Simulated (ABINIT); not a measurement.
# GaAs (F-43m) in ABINIT: further runs

One crystal, GaAs, is run at these levels: LDA, PBE; tasks: single point.

All numbers are computed with ABINIT 10.8.3 (patched build); they aren't measurements. Logs are shortened: lines on timing, memory, paths and dates and some standing lists are left out, and cuts for length are marked. The log counts tension as positive stress, the text compression.

**The experiment to reproduce.**

“Evidence of valence band perturbations in GaAsN/GaAs(001): A combined variable-angle spectroscopic ellipsometry and modulated photoreflectance investigation”, 2008, arxiv:0805.2212 reports, for a bulk crystal of GaAs at 300 K: band gap 1.412 ± 0.01 eV (direct).

The runs below are set against these values where they give the same quantity.

### Step 1. Starting point

Symmetry: F-43m, No. 216, cubic system. Conventional cell: a = 5.654 Å, b = 5.654 Å, c = 5.654 Å, α = 90.00°, β = 90.00°, γ = 90.00°. Around As (site symmetry -43m) lie 4 Ga at 2.45 Å. Ga (site symmetry -43m) is surrounded by 4 As at 2.45 Å.

### Step 2. Single point, LDA

Contents of run.abi:

```
pp_dirpath "./"
pseudos "As.upf, Ga.upf"

acell 3*1.0
rprim
     0.0000000000     5.3419722954     5.3419722954
     5.3419722954     0.0000000000     5.3419722954
     5.3419722954     5.3419722954     0.0000000000
ntypat 2
znucl 33 31
natom 2
typat 1 2
xred
     0.7500000000     0.7500000000     0.7500000000
     0.0000000000     0.0000000000     0.0000000000

ecut 979.609905 eV

kptopt 1
ngkpt 6 6 6
nshiftk 1
shiftk 0.0 0.0 0.0

ixc 7

nband 18
occopt 3
tsmear 0.05 eV

nstep 100
tolvrs 1.0e-10

iomode 3
prtwf 0
prteig 0
prtebands 0
enunit 1
prtden 1
prtvha 1
prtvclmb 1
prtpot 1
prtelf 1
```

Potentials or basis: PseudoDojo NC SR LDA v0.4.1 standard.

Started as:

```console
abinit run.abi > log 2>&1
```

run.abo:

```text
.Version 10.8.3 of ABINIT
 Symmetries : space group F-4 3 m (#216); Bravais cF (face-center cubic)
================================================================================
 Values of the parameters that define the memory need of the present run
     intxc =       0    ionmov =       0      iscf =       7    lmnmax =       6
     lnmax =       6     mgfft =      45  mpssoang =       3    mqgrid =    3001
     natom =       2  nloc_mem =       1    nspden =       1   nspinor =       1
    nsppol =       1      nsym =      24    n1xccc =    2501    ntypat =       2
    occopt =       3   xclevel =       1
       mpw =        3164          nfft =       91125          nkpt =          16
================================================================================
================================================================================

--------------------------------------------------------------------------------
------------- Echo of variables that govern the present computation ------------
--------------------------------------------------------------------------------
 -outvars: echo values of preprocessed input variables --------
            acell      1.0000000000E+00  1.0000000000E+00  1.0000000000E+00 Bohr
              amu      7.49215900E+01  6.97230000E+01
             ecut      3.60000000E+01 Hartree
           enunit           1
              ixc           7
         kptrlatt        6    0    0      0    6    0      0    0    6
          kptrlen      4.53281380E+01
            natom           2
            nband          18
            ngfft          45      45      45
             nkpt          16
            nstep         100
             nsym          24
           ntypat           2
           occopt           3
        prtebands           0
           prteig           0
           prtelf           1
           prtpot           1
         prtvclmb           1
           prtvha           1
            prtwf           0
            rprim      0.0000000000E+00  5.3419722954E+00  5.3419722954E+00
                       5.3419722954E+00  0.0000000000E+00  5.3419722954E+00
                       5.3419722954E+00  5.3419722954E+00  0.0000000000E+00
          spgroup         216
           tolvrs      1.00000000E-10
           tsmear      1.83746611E-03 Hartree
            typat      1  2
           xangst      4.2402749971E+00  4.2402749971E+00  4.2402749971E+00
                       0.0000000000E+00  0.0000000000E+00  0.0000000000E+00
            xcart      8.0129584431E+00  8.0129584431E+00  8.0129584431E+00
                       0.0000000000E+00  0.0000000000E+00  0.0000000000E+00
             xred      7.5000000000E-01  7.5000000000E-01  7.5000000000E-01
                       0.0000000000E+00  0.0000000000E+00  0.0000000000E+00
            znucl       33.00000   31.00000

================================================================================

 chkinp: Checking input parameters for consistency.

================================================================================
== DATASET  1 ==================================================================

--- !DatasetInfo
iteration_state: {dtset: 1, }
dimensions: {natom: 2, nkpt: 16, mband: 18, nsppol: 1, nspinor: 1, nspden: 1, mpw: 3164, }
cutoff_energies: {ecut:  36.0, pawecutdg:  -1.0, }
electrons: {nelect:   2.80000000E+01, charge:   0.00000000E+00, occopt:   3.00000000E+00, tsmear:   1.83746611E-03, }
meta: {optdriver: 0, ionmov: 0, optcell: 0, iscf: 7, paral_kgb: 0, }
...

 Exchange-correlation functional for the present dataset will be:
  LDA: Perdew-Wang 92 LSD fit to Ceperley-Alder data - ixc=7
  J.P.Perdew and Y.Wang, PRB 45, 13244 (1992)

 Real(R)+Recip(G) space primitive vectors, cartesian coordinates (Bohr,Bohr^-1):
 R(1)=  0.0000000  5.3419723  5.3419723  G(1)= -0.0935984  0.0935984  0.0935984
 R(2)=  5.3419723  0.0000000  5.3419723  G(2)=  0.0935984 -0.0935984  0.0935984
 R(3)=  5.3419723  5.3419723  0.0000000  G(3)=  0.0935984  0.0935984 -0.0935984
 Unit cell volume ucvol=  3.0488418E+02 bohr^3
 Angles (23,13,12)=  6.00000000E+01  6.00000000E+01  6.00000000E+01 degrees

 getcut: wavevector=  0.0000  0.0000  0.0000  ngfft=  45  45  45
         ecut(hartree)=     36.000   => boxcut(ratio)=   2.15635

--- Pseudopotential description ------------------------------------------------
- pspini: atom type   1  psp file is ./As.upf
12 -1012 2 -1 1326                            pspcod,pspxc,lmax,lloc,mmax
     nproj     2     2     2

- pspini: atom type   2  psp file is ./Ga.upf
12 -1012 2 -1 1858                            pspcod,pspxc,lmax,lloc,mmax
     nproj     2     2     2

   1.47375768E+03                                ecore*ucvol(ha*bohr**3)
--------------------------------------------------------------------------------

================================================================================

--- !BeginCycle
iteration_state: {dtset: 1, }
solver: {iscf: 7, nstep: 100, nline: 4, wfoptalg: 0, }
tolerances: {tolvrs: 1.00E-10, }
...

     iter   Etot(hartree)      deltaE(h)  residm     vres2
 ETOT  1  -180.06591566965    -1.801E+02 7.517E-01 1.337E+03
 ETOT  2  -182.10676850157    -2.041E+00 3.467E-02 1.888E+03
 ETOT  3  -182.31808259439    -2.113E-01 4.270E-03 3.133E+02
 ETOT  4  -182.33745158828    -1.937E-02 4.882E-03 1.657E+02
 ETOT  5  -182.35846534618    -2.101E-02 4.339E-04 2.360E+00
 ETOT  6  -182.35872532489    -2.600E-04 4.653E-04 2.496E-01
 ETOT  7  -182.35875313440    -2.781E-05 3.024E-05 4.988E-02
 ETOT  8  -182.35875993566    -6.801E-06 7.887E-05 1.356E-03
 ETOT  9  -182.35876013346    -1.978E-07 7.740E-06 2.099E-05
 ETOT 10  -182.35876013655    -3.097E-09 1.603E-05 2.657E-08
 ETOT 11  -182.35876013656    -8.470E-12 1.678E-06 2.564E-10
 ETOT 12  -182.35876013656     5.116E-13 3.463E-06 1.435E-11

 At SCF step   12       vres2   =  1.43E-11 < tolvrs=  1.00E-10 =>converged.

 Compute ELF
--------------------------------------------------------------------------------

 Compute kinetic energy density

 Compute gradient of the electron density
 Electron Localization Function (ELF) [min:0;max:1]
)     Maximum=    7.7559E-01  at reduced coord.    0.8667    0.8667    0.8667
)     Minimum=    0.0000E+00  at reduced coord.    0.0000    0.0000    0.0000
   Integrated=    9.0177E+01

--------------------------------------------------------------------------------
 End of ELF section

 Cartesian components of stress tensor (hartree/bohr^3)
  sigma(1 1)=  2.11552995E-04  sigma(3 2)=  0.00000000E+00
  sigma(2 2)=  2.11552995E-04  sigma(3 1)=  0.00000000E+00
  sigma(3 3)=  2.11552995E-04  sigma(2 1)=  0.00000000E+00

--- !ResultsGS
iteration_state: {dtset: 1, }
comment   : Summary of ground state results
lattice_vectors:
- [  0.0000000,   5.3419723,   5.3419723, ]
- [  5.3419723,   0.0000000,   5.3419723, ]
- [  5.3419723,   5.3419723,   0.0000000, ]
lattice_lengths: [   7.55469,    7.55469,    7.55469, ]
lattice_angles: [ 60.000,  60.000,  60.000, ] # degrees, (23, 13, 12)
lattice_volume:   3.0488418E+02
convergence: {deltae:  5.116E-13, res2:  1.435E-11, residm:  3.463E-06, diffor: null, }
etotal    :  -1.82358760E+02
entropy   :   0.00000000E+00
fermie    :   1.45653122E-01
cartesian_stress_tensor: # hartree/bohr^3
- [  2.11552995E-04,   0.00000000E+00,   0.00000000E+00, ]
- [  0.00000000E+00,   2.11552995E-04,   0.00000000E+00, ]
- [  0.00000000E+00,   0.00000000E+00,   2.11552995E-04, ]
pressure_GPa:  -6.2241E+00
xred      :
- [  7.5000E-01,   7.5000E-01,   7.5000E-01, As]
- [  0.0000E+00,   0.0000E+00,   0.0000E+00, Ga]
cartesian_forces: # hartree/bohr
- [ -7.87585171E-31,  -7.87585171E-31,   2.36275551E-30, ]
- [  7.87585171E-31,   7.87585171E-31,  -2.36275551E-30, ]
force_length_stats: {min:   2.61212450E-30, max:   2.61212450E-30, mean:   2.61212450E-30, }
...

 Integrated electronic density in atomic spheres:
 ------------------------------------------------
 Atom  Sphere_radius  Integrated_density
    1        2.00000         12.38662731
    2        2.00000         10.83684392
================================================================================

 ----iterations are completed or convergence reached----

 Mean square residual over all n,k,spin=   13.658E-09; max=  34.633E-07
 reduced coordinates (array xred) for    2 atoms
       0.750000000000      0.750000000000      0.750000000000
       0.000000000000      0.000000000000      0.000000000000
 rms dE/dt=  1.1900E-29; max dE/dt=  1.6829E-29; dE/dt below (all hartree)
    1       0.000000000000      0.000000000000      0.000000000000
    2       0.000000000000      0.000000000000     -0.000000000000

 cartesian coordinates (angstrom) at end:
    1      4.24027499712465     4.24027499712465     4.24027499712465
    2      0.00000000000000     0.00000000000000     0.00000000000000

 cartesian forces (hartree/bohr) at end:
    1     -0.00000000000000    -0.00000000000000     0.00000000000000
    2      0.00000000000000     0.00000000000000    -0.00000000000000
 frms,max,avg= 1.5081108E-30 2.3627555E-30   0.000E+00  0.000E+00  0.000E+00 h/b

 cartesian forces (eV/Angstrom) at end:
    1     -0.00000000000000    -0.00000000000000     0.00000000000000
    2      0.00000000000000     0.00000000000000    -0.00000000000000
 frms,max,avg= 7.7550175E-29 1.2149777E-28   0.000E+00  0.000E+00  0.000E+00 e/A
 length scales=  1.000000000000  1.000000000000  1.000000000000 bohr
              =  0.529177210544  0.529177210544  0.529177210544 angstroms
 Fermi (or HOMO) energy (eV) =   3.96342   Average Vxc (eV)= -10.36695
 Eigenvalues (   eV  ) for nkpt=  16  k points:
 kpt#   1, nband= 18, wtk=  0.00463, kpt=  0.0000  0.0000  0.0000 (reduced coord)
 -31.53443  -31.53443  -31.53443  -31.52506  -31.52506  -11.12170  -11.12170  -11.12170
 -11.04397  -11.04397   -8.99043    3.79606    3.79606    3.79606    4.07206    7.48363
   7.48363    7.48363
 prteigrs : prtvol=0 or 1, do not print more k-points.

--- !EnergyTerms
iteration_state     : {dtset: 1, }
comment             : Components of total free energy in Hartree
kinetic             :  1.38574794211165E+02
hartree             :  5.73434562888332E+01
xc                  : -4.39563188317206E+01
Ewald energy        : -9.91764168889747E+01
psp_core            :  4.83382799476464E+00
local_psp           : -1.51109155031949E+02
non_local_psp       : -8.88689346358200E+01
internal            : -1.82358746893701E+02
'-kT*entropy'       : -1.32428609137068E-05
total_energy        : -1.82358760136562E+02
total_energy_eV     : -4.96223465741419E+03
band_energy         : -1.61126992420132E+01
...

 Cartesian components of stress tensor (hartree/bohr^3)
  sigma(1 1)=  2.11552995E-04  sigma(3 2)=  0.00000000E+00
  sigma(2 2)=  2.11552995E-04  sigma(3 1)=  0.00000000E+00
  sigma(3 3)=  2.11552995E-04  sigma(2 1)=  0.00000000E+00

-Cartesian components of stress tensor (GPa)         [Pressure= -6.2241E+00 GPa]
- sigma(1 1)=  6.22410400E+00  sigma(3 2)=  0.00000000E+00
- sigma(2 2)=  6.22410400E+00  sigma(3 1)=  0.00000000E+00
- sigma(3 3)=  6.22410400E+00  sigma(2 1)=  0.00000000E+00

== END DATASET(S) ==============================================================
================================================================================

 -outvars: echo values of variables after computation  --------
            acell      1.0000000000E+00  1.0000000000E+00  1.0000000000E+00 Bohr
           etotal     -1.8235876014E+02
            fcart     -7.8758517052E-31 -7.8758517052E-31  2.3627555116E-30
                       7.8758517052E-31  7.8758517052E-31 -2.3627555116E-30
            rprim      0.0000000000E+00  5.3419722954E+00  5.3419722954E+00
                       5.3419722954E+00  0.0000000000E+00  5.3419722954E+00
                       5.3419722954E+00  5.3419722954E+00  0.0000000000E+00
           strten      2.1155299511E-04  2.1155299511E-04  2.1155299511E-04
                       0.0000000000E+00  0.0000000000E+00  0.0000000000E+00
           xangst      4.2402749971E+00  4.2402749971E+00  4.2402749971E+00
                       0.0000000000E+00  0.0000000000E+00  0.0000000000E+00
             xred      7.5000000000E-01  7.5000000000E-01  7.5000000000E-01
                       0.0000000000E+00  0.0000000000E+00  0.0000000000E+00
 Calculation completed.
```

Run time: 33 s. Hardware: 1 thread of Arm Neoverse V2, shared host; peak memory 0.08 GiB.

Results:

```
Free energy                                           : -4962.2347 eV
Band gap on the k mesh                                : 0.28 eV, direct
Valence electrons inside the program's atomic spheres : As 12.39; Ga 10.84
```

Levels at points of the mesh, in eV from the valence-band top:
| k point | band 11 | band 12 | band 13 | band 14 | band 15 | band 16 | band 17 | band 18 |
| --- | --- | --- | --- | --- | --- | --- | --- | --- |
| (0.00, 0.00, 0.00) | -12.79 | 0.00 | 0.00 | 0.00 | 0.28 | 3.69 | 3.69 | 3.69 |
| (0.50, 0.00, 0.00) | -11.03 | -6.70 | -1.14 | -1.14 | 0.84 | 4.60 | 4.60 | 7.58 |
| (0.50, 0.50, 0.00) | -10.29 | -6.88 | -2.69 | -2.69 | 1.35 | 1.56 | 10.04 | 10.04 |

Caveat: the cutoff is too short for stress, so the log's stress isn't used.

[end of part 1 of 2]
